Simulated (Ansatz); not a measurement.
## CaSe (Fm-3m): what a change of settings does

```xyz
2
Lattice="0.0000 2.9345 2.9345 2.9345 0.0000 2.9345 2.9345 2.9345 0.0000" Properties=species:S:1:pos:R:3 pbc="T T T"
Ca    0.0000    0.0000    0.0000
Se    2.9345    2.9345    2.9345
```

Conventional cell: a = 5.869 Å, b = 5.869 Å, c = 5.869 Å, α = 90.00°, β = 90.00°, γ = 90.00°. Ca (atom 1) has 6 Se at 2.93 Å as nearest neighbours. Se (atom 2) is surrounded by 6 Ca at 2.93 Å.

Computed, not measured; unless marked otherwise by PBEsol, PAW on Ansatz 0.2.0's default frozen-core files (fitted under PBE), scalar-relativistic. k mesh 6×6×6, fixed occupations, cutoff 420 eV. The cell was relaxed by PAW under this functional. The structure is one entry of a database and needn't be the stable phase.

With these settings the run gives a highest phonon of 254.7 cm⁻¹ on a 2×2×2 q mesh (finite displacements, no LO-TO term).

Q: The run is repeated in the same cell with kpoints.mp_grid.grid from [6, 6, 6] to [4, 4, 4]. What moves, and by how much?

A: highest phonon: +0.22 %; largest phonon shift: -3.9 cm⁻¹. These settings are too loose or unsuited for a converged value.

Known limits: frozen-core PAW files fitted under PBE, their cores solved anew for the functional of the run; coarse k mesh.
